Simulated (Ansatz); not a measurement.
Consider the ligand exchange at the Si–Cl bond: `CO[SiH2]Cl` + `CC(=O)O` → `CO[SiH2]OC(C)=O` + HCl.

Calculated with Ansatz (gas phase, PBE0-D4/def2-TZVP geometries, no zero-point term in ΔE). CBS: MP2 limit from def2 TZ/QZ plus the TZ coupled-cluster correction, frozen cores. This one scheme is used for every species. Functionals use def2-TZVPP. B3LYP here is the variant with VWN-RPA as its local correlation; programs differ in this. One conformer a species, not always the lowest.

Q: Is it downhill or uphill in electronic energy at CCSD(T)/CBS, and by how much? (Best estimate.)

A: Ansatz gave: Uphill: ΔE = +10.4 kJ/mol.

Q: What do these levels give: PBE-D4, PBE0-D4, B3LYP-D4, ωB97M-V, B2PLYP, PBE, r2SCAN, SCS-MP2/def2-TZVPP, CCSD(T)/def2-TZVPP, HF/CBS(def2), MP2/CBS(def2), CCSD/CBS(def2)? (An estimate is asked.)

A: Computed: PBE-D4 21.3, PBE0-D4 19.4, B3LYP-D4 12.1, ωB97M-V 13.4, B2PLYP 13.4, PBE 24.6, r2SCAN 17.5, SCS-MP2/def2-TZVPP 8.7, CCSD(T)/def2-TZVPP 6.7, HF/CBS(def2) 10.6, MP2/CBS(def2) 14.3, CCSD/CBS(def2) 10.6 kJ/mol.

Largest T1 diagnostic among the species: 0.015.

The D4 term adds −4.7 kJ/mol with B3LYP and −3.0 kJ/mol with PBE0; it sums over pairs of atoms, weighted by their polarisabilities, and B3LYP, whose exchange is more repulsive, gets the larger term.
